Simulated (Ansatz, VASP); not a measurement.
## Hf3C2: VASP beside Ansatz

```
CELL_PARAMETERS angstrom
1.63321 0.94293 7.89057
-1.63321 0.94293 7.89057
0.00000 -1.88586 7.89057
ATOMIC_POSITIONS crystal
Hf 0.77472 0.77472 0.77472
Hf 0.22528 0.22528 0.22528
Hf 0.00000 0.00000 0.00000
C 0.60874 0.60874 0.60874
C 0.39126 0.39126 0.39126
```

Alike in both runs: functional PBEsol; k mesh 6 × 6 × 6; occupations gaussian, width 0.1 eV; no spin polarisation.

Ansatz relaxed the structure, and its values are those at the end. VASP's run is a single point on that final structure, the one shown.

|  | VASP | Ansatz |
| --- | --- | --- |
| version | VASP 6.6.1 | Ansatz 0.2.0 |
| potentials or method | VASP PAW PBE potentials, release 64 (Hf_pv, C) | scalar-relativistic, plane waves, PAW |
| plane-wave cutoff (eV) | 520 | 420 |
| valence electrons in the cell | 38 | 86 |

|  | VASP | Ansatz | Ansatz less VASP |
| --- | --- | --- | --- |
| gap on the k mesh at the Fermi level (eV) | none | none | - |
| pressure (GPa) | -0.3 | 0.1 | +0.38 |
| rms of the force components (eV/Å) | 0.019 | 0.001 | -0.0182 |

A gap of «none» marks a metal or a gap that the smearing closes. The two sets of potentials don't hold the same shells in valence.

Caveats: the k mesh is coarse (spacing up to 0.37 Å⁻¹), so the values aren't converged; the PAW data sets were made with another functional, which shifts forces and pressure a little (VASP). The runs have no spin-orbit coupling, so splittings on Hf are missing.
